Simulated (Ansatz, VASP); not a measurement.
## Ti in VASP and in Ansatz

```
Ti
1.0
     0.02079    2.09137    2.10667
     2.16709   -0.03963    2.16709
     2.10667    2.09137    0.02079
Ti
1
Direct
  0.00000 0.00000 0.00000
```

Alike in both runs: task single point; functional PBEsol; k mesh 16 × 14 × 16; occupations gaussian, width 0.1 eV; no spin polarisation.

```csv
,VASP,Ansatz
version,VASP 6.6.1,Ansatz 0.2.0
potentials or method,"VASP PAW PBE potentials, release 64 (Ti_sv)","scalar-relativistic, plane waves, PAW"
plane-wave cutoff (eV),520,420
valence electrons in the cell,12,12
```

|  | VASP | Ansatz | Ansatz less VASP |
| --- | --- | --- | --- |
| gap on the k mesh at the Fermi level (eV) | none | none | - |
| pressure (GPa) | -12.3 | -12.2 | +0.18 |
| largest component of the traceless stress (GPa) | 1.75 | 1.77 | +0.018 |

A gap of «none» marks a metal or a gap that the smearing closes.

Caveats: the PAW data sets were made with another functional, which shifts forces and pressure a little (VASP).
